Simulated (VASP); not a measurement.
# BAs (F-43m) in VASP: a series of runs

One crystal, BAs, is run at these levels: PBE; tasks: single point.

Everything below comes from runs of VASP 6.6.1. Logs are shortened: lines on timing, memory, paths and dates and some standing lists are left out, and cuts for length are marked.

## (1) The structure

Symmetry: F-43m, No. 216, cubic system. Conventional cell: a = 4.777 Å, b = 4.777 Å, c = 4.777 Å, α = 90.00°, β = 90.00°, γ = 90.00°. Around B (site symmetry -43m) lie 4 As at 2.07 Å. Around As (site symmetry -43m) lie 4 B at 2.07 Å.

## (2) Single point, PBE

Input file INCAR:

```
SYSTEM = BAs
  PREC = Accurate
  ENCUT = 520
  EDIFF = 1E-7
  ISMEAR = 0
  SIGMA = 0.02
  LREAL = .FALSE.
  LASPH = .TRUE.
  NELM = 80
  ALGO = Normal
  ISIF = 2
  LWAVE = .FALSE.
  LCHARG = .FALSE.
  GGA = PE
  NBANDS = 11
```

Input file KPOINTS:

```
Automatic mesh
0
G
  8 8 8
  0 0 0
```

Input file POSCAR:

```
BAs
1.0
    0.0000000000      2.3885000000      2.3885000000
    2.3885000000      0.0000000000      2.3885000000
    2.3885000000      2.3885000000      0.0000000000
B As
1 1
Direct
    0.0000000000      0.0000000000      0.0000000000
    0.2500000000      0.2500000000      0.2500000000
```

Potentials or basis: VASP PAW PBE potentials, release 64 (B, As).

The run is started by

```bash
$ cat potpaw_PBE.64/B/POTCAR potpaw_PBE.64/As/POTCAR > POTCAR
$ mpirun -np 1 vasp_std > vasp.out
```

OUTCAR:

```text
SYSTEM = BAs
   PREC = Accurate
   ENCUT = 520
   EDIFF = 1E-7
   ISMEAR = 0
   LREAL = .FALSE.
   LASPH = .TRUE.
   NELM = 80
   ISIF = 2
   GGA = PE

 ion  position               nearest neighbor table
   1  0.000  0.000  0.000-   2 2.07   2 2.07   2 2.07   2 2.07
   2  0.250  0.250  0.250-   1 2.07   1 2.07   1 2.07   1 2.07

  LATTYP: Found a face centered cubic cell.
 ALAT       =     4.7770000000

  Lattice vectors:

 A1 = (   0.0000000000,   2.3885000000,   2.3885000000)
 A2 = (   2.3885000000,   0.0000000000,   2.3885000000)
 A3 = (   2.3885000000,   2.3885000000,   0.0000000000)

Analysis of symmetry for initial positions (statically):
=====================================================================
 Subroutine PRICEL returns:
 Original cell was already a primitive cell.

 Routine SETGRP: Setting up the symmetry group for a
 face centered cubic supercell.

 Subroutine GETGRP returns: Found 24 space group operations
 (whereof 24 operations were pure point group operations)
 out of a pool of 48 trial point group operations.

The static configuration has the point symmetry T_d .

Analysis of symmetry for dynamics (positions and initial velocities):
=====================================================================
 Subroutine PRICEL returns:
 Original cell was already a primitive cell.

 Routine SETGRP: Setting up the symmetry group for a
 face centered cubic supercell.

 Subroutine GETGRP returns: Found 24 space group operations
 (whereof 24 operations were pure point group operations)
 out of a pool of 48 trial point group operations.

The dynamic configuration has the point symmetry T_d .

 Subroutine INISYM returns: Found 24 space group operations
 (whereof 24 operations are pure point group operations),
 and found     1 'primitive' translations

----------------------------------------------------------------------------------------

                                     Primitive cell

  volume of cell :      27.2525

  direct lattice vectors                    reciprocal lattice vectors
     0.000000000  2.388500000  2.388500000    -0.209336404  0.209336404  0.209336404
     2.388500000  0.000000000  2.388500000     0.209336404 -0.209336404  0.209336404
     2.388500000  2.388500000  0.000000000     0.209336404  0.209336404 -0.209336404

  length of vectors
     3.377849094  3.377849094  3.377849094     0.362581287  0.362581287  0.362581287

  position of ions in fractional coordinates (direct lattice)
     0.000000000  0.000000000  0.000000000
     0.250000000  0.250000000  0.250000000

  ion indices of the primitive-cell ions
   primitive index   ion index
                 1           1
                 2           2

----------------------------------------------------------------------------------------

 KPOINTS: Automatic mesh

Automatic generation of k-mesh.
 Grid dimensions read from file:
 generate k-points for:    8    8    8

 Generating k-lattice:

  Cartesian coordinates                     Fractional coordinates (reciprocal lattice)
    -0.026167050  0.026167050  0.026167050     0.125000000  0.000000000  0.000000000
     0.026167050 -0.026167050  0.026167050     0.000000000  0.125000000  0.000000000
     0.026167050  0.026167050 -0.026167050     0.000000000  0.000000000  0.125000000

  Length of vectors
     0.045322661  0.045322661  0.045322661

  Shift w.r.t. Gamma in fractional coordinates (k-lattice)
     0.000000000  0.000000000  0.000000000

 Subroutine IBZKPT returns following result:
 ===========================================

 Found     29 irreducible k-points:

 Following reciprocal coordinates:
            Coordinates               Weight
  0.000000  0.000000  0.000000      1.000000
  0.125000  0.000000  0.000000      8.000000
  0.250000  0.000000  0.000000      8.000000
  0.375000  0.000000  0.000000      8.000000
  0.500000  0.000000  0.000000      4.000000
  0.125000  0.125000  0.000000      6.000000
[... 16 lines left out ...]
  0.500000  0.250000  0.125000     48.000000
 -0.375000  0.250000  0.125000     24.000000
 [... further k-points ...]
   k-points           NKPTS =     29   k-points in BZ     NKDIM =     29   number of bands    NBANDS=     11
   number of dos      NEDOS =    301   number of ions     NIONS =      2
   total plane-waves  NPLWV =  21952
   dimension x,y,z NGX =    28 NGY =   28 NGZ =   28
   dimension x,y,z NGXF=    56 NGYF=   56 NGZF=   56
   ions per type =               1   1
   NGX,Y,Z   is equivalent  to a cutoff of  13.78, 13.78, 13.78 a.u.
   NGXF,Y,Z  is equivalent  to a cutoff of  27.56, 27.56, 27.56 a.u.
 SYSTEM =  BAs
   PREC   = accura    normal or accurate (medium, high low for compatibility)
   ISTART =      0    job   : 0-new  1-cont  2-samecut
   ICHARG =      2    charge: 1-file 2-atom 10-const
   ISPIN  =      1    spin polarized calculation?
   LNONCOLLINEAR =      F non collinear calculations
   LSORBIT =      F    spin-orbit coupling
   LASPH  =      T    aspherical Exc in radial PAW
   ENCUT  =  520.0 eV  38.22 Ry    6.18 a.u.   6.28  6.28  6.28*2*pi/ulx,y,z
   NELM   =     80;   NELMIN=  2; NELMDL= -5     # of ELM steps
   EDIFF  = 0.1E-06   stopping-criterion for ELM
   LREAL  =      F    real-space projection
   EDIFFG = 0.1E-05   stopping-criterion for IOM
   NSW    =      0    number of steps for IOM
   IBRION =     -1    ionic relax: 0-MD 1-quasi-New 2-CG
   NFREE  =      0    steps in history (QN), initial steepest desc. (CG)
   ISIF   =      2    stress and relaxation
   ISYM   =      2    0-nonsym 1-usesym 2-fastsym
   POTIM  = 0.5000    time-step for ionic-motion
   TEBEG  =    0.0;   TEEND  =   0.0 temperature during run
   PSTRESS=    0.0 pullay stress
   NELECT =       8.0000    total number of electrons
   NUPDOWN=      -1.0000    fix difference up-down
   EMIN   =  10.00;   EMAX   =-10.00  energy-range for DOS
   EFERMI =   0.00;   METHOD = LEGACY
   ISMEAR =     0;   SIGMA  =   0.02  broadening in eV -4-tet -1-fermi 0-gaus
   EFERMI_NEDOS =   21; number of points for ismear=-14 and -15
   IALGO  =     38    algorithm
   IMIX   =      4    mixing-type and parameters
     AMIX     =   0.40;   BMIX     =  1.00
     AMIX_MAG =   1.60;   BMIX_MAG =  1.00
  volume/ion in A,a.u.               =      13.63        91.95
  Fermi-wavevector in a.u.,A,eV,Ry     =   1.088018  2.056057 16.106360  1.183784
  Thomas-Fermi vector in A             =   2.224191
   LORBIT       =      0    0 simple, 1 ext, 2 COOP (PROOUT), +10 PAW based schemes
   GGA     = PE    functional components
   LHFCALC =     F    Hartree Fock is set to
   AEXX    =    0.0000 exact exchange contribution
   IVDW    =     0    specifies the selected vdW correction
   LEPSILON=     F    determine dielectric tensor
   LRPA    =     F    only Hartree local field effects (RPA)
 non-spin polarized calculation
 Gauss-broadening in eV      SIGMA  =   0.02
  energy-cutoff  :      520.00
  volume of cell :       27.25
 maximum number of plane-waves:       754
 NGX is ok and might be reduce to    28
   NGX = 13   NGY = 13   NGZ = 13

 number of electron       8.0000000 magnetization

 Free energy of the ion-electron system (eV)
  ---------------------------------------------------
  ext. energy  EPLUGINS =         0.00000000
  ---------------------------------------------------
  free energy    TOTEN  =       -11.40421527 eV

  energy without entropy =      -11.40421527  energy(sigma->0) =      -11.40421527

 E-fermi :   6.2505     XC(G=0): -10.5838

 val. band max:        6.1270936320   @ k =   0.0000   0.0000   0.0000
 cond. band min:       7.3159533847   @ k =   0.3750   0.3750   0.0000
 fundamental gap:      1.1888597527
 Fermi energy:         6.2504665041

 k-point     1 :       0.0000    0.0000    0.0000
  band No.  band energies     occupation
      1      -9.2744      2.00000
      2       6.1271      2.00000
      3       6.1271      2.00000
      4       6.1271      2.00000
      5       9.4032      0.00000
      6       9.4032      0.00000
      7       9.4032      0.00000
      8      10.8140      0.00000
      9      15.7098      0.00000
     10      19.0770      0.00000
     11      19.0770      0.00000

 k-point     2 :       0.1250    0.0000    0.0000
  band No.  band energies     occupation
      1      -9.0184      2.00000
      2       4.1621      2.00000
      3       5.6887      2.00000
      4       5.6887      2.00000
      5       9.5215      0.00000
      6       9.9801      0.00000
      7       9.9801      0.00000
      8      12.0867      0.00000
      9      16.6585      0.00000
     10      17.7418      0.00000
     11      17.7418      0.00000

 k-point     3 :       0.2500    0.0000    0.0000
  band No.  band energies     occupation
      1      -8.2729      2.00000
      2       1.1878      2.00000
      3       4.9778      2.00000
      4       4.9778      2.00000
      5       9.1930      0.00000
      6      10.7786      0.00000
      7      10.7786      0.00000
      8      14.0258      0.00000
      9      17.3555      0.00000
     10      17.3555      0.00000
     11      17.4230      0.00000

 k-point     4 :       0.3750    0.0000    0.0000
  band No.  band energies     occupation
      1      -7.1659      2.00000
      2      -1.3930      2.00000
      3       4.4783      2.00000
      4       4.4783      2.00000
      5       8.9161      0.00000
      6      10.9568      0.00000
      7      10.9568      0.00000
      8      14.9543      0.00000
      9      17.9473      0.00000
     10      18.8112      0.00000
     11      18.8112      0.00000
[... 239 lines left out ...]
 k-point    22 :       0.3750    0.2500    0.1250
  band No.  band energies     occupation
      1      -7.6208      2.00000
      2       0.9289      2.00000
      3       2.4102      2.00000
      4       4.1049      2.00000
      5       9.3542      0.00000
      6      11.3500      0.00000
      7      12.0692      0.00000
      8      13.3139      0.00000
      9      16.8586      0.00000
     10      19.4636      0.00000
     11      20.3315      0.00000

 k-point    23 :       0.5000    0.2500    0.1250
  band No.  band energies     occupation
      1      -6.5522      2.00000
      2      -1.0370      2.00000
      3       1.6884      2.00000
      4       3.3897      2.00000
      5       9.9765      0.00000
      6      11.1913      0.00000
      7      12.6541      0.00000
      8      14.1972      0.00000
      9      17.5408      0.00000
     10      19.4699      0.00000
     11      21.6333      0.00000

 k-point    24 :      -0.3750    0.2500    0.1250
  band No.  band energies     occupation
      1      -5.8288      2.00000
      2      -2.1637      2.00000
      3       1.5663      2.00000
      4       3.0537      2.00000
      5      10.0941      0.00000
      6      10.8890      0.00000
      7      13.5850      0.00000
      8      15.1525      0.00000
      9      16.4836      0.00000
     10      20.3144      0.00000
     11      21.3731      0.00000

 [... further k-points ...]
[... 5 lines left out ...]
  --------------------------------------------------------------------------------------
  -------------------------------------------------------------------------------------
  Total        0.5835516      0.5835516      0.5835516      0.0000000      0.0000000      0.0000000
  in kB       34.3071065     34.3071065     34.3071065      0.0000000      0.0000000      0.0000000
  external PRESSURE =      34.3071065 kB  Pullay stress =       0.0000000 kB

 VOLUME and BASIS-vectors are now :
 -----------------------------------------------------------------------------
  energy-cutoff  :      520.00
  volume of cell :       27.25
      direct lattice vectors                 reciprocal lattice vectors
     0.000000000  2.388500000  2.388500000    -0.209336404  0.209336404  0.209336404
     2.388500000  0.000000000  2.388500000     0.209336404 -0.209336404  0.209336404
     2.388500000  2.388500000  0.000000000     0.209336404  0.209336404 -0.209336404

 POSITION                                       TOTAL-FORCE (eV/Angst)
 -----------------------------------------------------------------------------------
      0.00000      0.00000      0.00000         0.000000      0.000000      0.000000
      1.19425      1.19425      1.19425        -0.000000     -0.000000     -0.000000
 -----------------------------------------------------------------------------------
    total drift:                               -0.000000     -0.000000     -0.000000

  FREE ENERGIE OF THE ION-ELECTRON SYSTEM (eV)
  ---------------------------------------------------
  free  energy   TOTEN  =       -11.4042152678 eV

  energy  without entropy=      -11.4042152678  energy(sigma->0) =      -11.40421527
```

It took 17 s on 1 thread of AMD EPYC 7R43 (Zen 3), shared host; peak memory 0.12 GiB.

What came out:

```
Free energy            : -11.4042 eV
Pressure               : 3.4 GPa
Band gap on the k mesh : 1.19 eV, indirect (least direct gap 3.28 eV)
```

Levels at points of the mesh, in eV from the valence-band top:
```csv
k point,band 2,band 3,band 4,band 5,band 6,band 7
"(0.00, 0.00, 0.00)",0.00,0.00,0.00,3.28,3.28,3.28
"(0.50, 0.00, 0.00)",-8.79,-1.82,-1.82,2.69,4.78,4.78
"(0.50, 0.50, 0.00)",-8.53,-4.08,-4.08,1.43,1.44,11.37
```

A k mesh can miss the band edges. A hybrid or GW would open this gap; PBE tends to underestimate it.

## (3) Single point, PBE

INCAR is that of step 2.

Input file KPOINTS:

```
Automatic mesh
0
G
  10 10 10
  0 0 0
```

POSCAR is that of step 2.

Potentials or basis: VASP PAW PBE potentials, release 64 (B, As).

The run is started by

```bash
$ cat potpaw_PBE.64/B/POTCAR potpaw_PBE.64/As/POTCAR > POTCAR
$ mpirun -np 1 vasp_std > vasp.out
```

Run time: 26 s. Hardware: 1 thread of AMD EPYC 7R43 (Zen 3), shared host; peak memory 0.12 GiB.

It converged, with:

- Free energy: -11.4064 eV
- Pressure: 3.4 GPa
- Band gap on the k mesh: 1.18 eV, indirect (least direct gap 3.28 eV)

Levels at points of the mesh, in eV from the valence-band top:
```
           k point  band 2  band 3  band 4  band 5  band 6  band 7
(0.00, 0.00, 0.00)    0.00    0.00    0.00    3.28    3.28    3.28
(0.50, 0.00, 0.00)   -8.79   -1.82   -1.82    2.69    4.78    4.78
(0.50, 0.50, 0.00)   -8.53   -4.08   -4.08    1.43    1.44   11.37
```

## (4) Single point, PBE

INCAR is that of step 3.

Input file KPOINTS:

```
Automatic mesh
0
G
  12 12 12
  0 0 0
```

POSCAR is that of step 3.

The run is started by

```bash
$ cat potpaw_PBE.64/B/POTCAR potpaw_PBE.64/As/POTCAR > POTCAR
$ mpirun -np 1 vasp_std > vasp.out
```

It took 36 s on 1 thread of AMD EPYC 7R43 (Zen 3), shared host; peak memory 0.13 GiB.

Results (log left out):

```
Free energy            : -11.4067 eV
Pressure               : 3.4 GPa
Band gap on the k mesh : 1.18 eV, indirect (least direct gap 3.28 eV)
```

Levels at points of the mesh, in eV from the valence-band top:
```
           k point  band 2  band 3  band 4  band 5  band 6  band 7
(0.00, 0.00, 0.00)    0.00    0.00    0.00    3.28    3.28    3.28
(0.50, 0.00, 0.00)   -8.79   -1.82   -1.82    2.69    4.78    4.78
(0.50, 0.50, 0.00)   -8.53   -4.08   -4.08    1.43    1.44   11.37
```

## (5) Overview

```csv
k mesh,gap on the mesh (eV),pressure (GPa)
8 × 8 × 8,1.19,3.4
10 × 10 × 10,1.18,3.4
12 × 12 × 12,1.18,3.4
```

Alike in all rows: task single point; level PBE; potentials or basis VASP PAW PBE potentials, release 64 (B, As); no spin polarisation; cell as given; cutoff (eV) 520; smearing gaussian 0.02 eV.

On the cell as given the gap runs from 1.18 eV (PBE) to 1.19 eV (PBE); the meshes differ, which moves gaps too.

Absolute energies hang on the potentials; compare differences alone.
